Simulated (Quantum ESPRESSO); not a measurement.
The system is Fe.

```xyz
1
Lattice="-1.4430 1.4430 1.4430 1.4430 -1.4430 1.4430 1.4430 1.4430 -1.4430" Properties=species:S:1:pos:R:3 pbc="T T T"
Fe    0.0000    0.0000    0.0000
```

* Program: Quantum ESPRESSO 7.5
* Task: phonon dispersion
* Functional: LDA
* Potentials or basis: GBRV 1.5 LDA
* Cutoff: 762 eV
* Density cutoff: 6095 eV
* k mesh: 10 × 10 × 10
* Occupations: cold, width 0.2 eV
* Spin: collinear spin, ferromagnetic start
* Starting moments: [3.0] μB
* Form of the LDA correlation: PZ81
* Mixing beta: 0.3
* Most SCF iterations: 120
* SCF threshold: 2e-10 Ry
* q mesh: 2 × 2 × 2

The cell and the atoms were relaxed first, to 10.47 Å³/atom (a = 2.387 Å, b = 2.387 Å, c = 2.387 Å, α = 109.47°, β = 109.47°, γ = 109.47°), and the response was taken there.

Is this structure dynamically stable at this level, and how far does the spectrum reach?

Yes, as far as this q mesh shows: no mode on the path is imaginary. The highest frequency is 351 cm⁻¹.

Phonon frequencies at the corners of the path (cm⁻¹, interpolated; i marks imaginary ones):
| point | frequencies |
| --- | --- |
| Γ | 0 0 0 |
| H | 315 315 315 |
| N | 195 235 351 |
| P | 289 289 289 |

Harmonic thermodynamics per atom at this volume (zero-point energy 46.6 meV, Debye temperature from the second moment 479 K):
| T (K) | free energy (meV) | entropy (k_B) | heat capacity Cv (k_B) |
| --- | --- | --- | --- |
| 50 | 46.5 | 0.07 | 0.23 |
| 100 | 45.4 | 0.50 | 1.18 |
| 200 | 35.8 | 1.73 | 2.29 |
| 298.15 | 16.7 | 2.73 | 2.65 |
| 500 | -44.1 | 4.16 | 2.87 |
| 800 | -170.6 | 5.53 | 2.95 |

Phonon states per cell in windows of 20 cm⁻¹ (negative: imaginary):
```
from (cm⁻¹)  total
          0   0.00
         20   0.00
         40   0.00
         60   0.01
         80   0.02
        100   0.04
        120   0.06
        140   0.08
        160   0.13
        180   0.22
        200   0.37
        220   0.37
        240   0.33
        260   0.29
        280   0.26
        300   0.26
        320   0.47
        340   0.07
```

A q mesh this small can miss soft modes between its points.

Caveat: the k mesh is coarse; the mesh is thin for the phonons of a metal; the q mesh is small, so phonon branches between its points and thermal values are rough.
